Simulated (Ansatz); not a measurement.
# SiC: the cell at several levels of theory

An exercise on one series of results from a longer session: the logs are not shown, and one member is left open.

Program: Ansatz 0.2.0. PAW datasets, plane waves, zero pressure. (Simulation; spin polarisation is off.)

**The system as given**

The symmetry is F-43m (No. 216, cubic); conventional cell a = 4.358 Å, 10.35 Å³ an atom. Si has 4 C at 1.89 Å; C has 4 Si at 1.89 Å.

Structure file:

```cif
data_structure
_symmetry_space_group_name_H-M 'F-43m'
_symmetry_Int_Tables_number 216
_cell_length_a 4.3580
_cell_length_b 4.3580
_cell_length_c 4.3580
_cell_angle_alpha 90.000
_cell_angle_beta 90.000
_cell_angle_gamma 90.000
_cell_volume 82.77
loop_
_atom_site_label
_atom_site_type_symbol
_atom_site_symmetry_multiplicity
_atom_site_Wyckoff_symbol
_atom_site_fract_x
_atom_site_fract_y
_atom_site_fract_z
_atom_site_occupancy
Si1 Si 4 a 0.00000 0.00000 0.00000 1
C1 C 4 d 0.25000 0.25000 0.75000 1
```

The first run:

File input.yaml:

```yaml
crystal:
  lattice:
    - [0.0, 2.179, 2.179]
    - [2.179, 0.0, 2.179]
    - [2.179, 2.179, 0.0]
  atoms:
    - { symbol: Si, position: [0.0, 0.0, 0.0] }
    - { symbol: C, position: [0.25, 0.25, 0.25] }
kpoints:
  mp_grid: { grid: [10, 10, 10] }
hamiltonian:
  xc: pbe
scf:
  occupations: { method: fermi_dirac, width: 0.02 }
relax:
  f_tol: 0.005
  cell: {}
```

Started as:

```console
$ ansatz run input.yaml --threads 1 --pin off --max-ram 2304MiB --backend cpu --events-out ev --progress --plain --runs-dir out
```

Steps of the session up to this table: PBE: cell and atoms; Relaxation with r2SCAN; Relaxing with PBEsol; LDA: cell and atoms; Relaxing with HSE06.

One table of the session follows, with a row left open; its other results are not shown here.

It belongs to the step «The cells side by side». 

| level | a (Å) | volume (Å³/atom) |
| --- | --- | --- |
| PBE | 4.380 | 10.502 |
| r2SCAN | 4.356 | 10.332 |
| PBEsol | 4.357 | 10.338 |
| LDA | 4.329 | 10.141 |
| HSE06 | ? | ? |

**Question.** Estimate the row for HSE06.

The run gave: a (Å): 4.349; volume (Å³/atom): 10.284. In the column «a (Å)» it lies between LDA (4.329) and r2SCAN (4.356).

What this shows: From the start to the first minimum the volume moved by +1.5 %. LDA gives the smallest cell and PBE the largest; they differ by 3.6 % in volume, a mean of 1.2 % in length. The meshes differ: PBE 10×10×10, r2SCAN 10×10×10, PBEsol 10×10×10, LDA 10×10×10, HSE06 6×6×6.
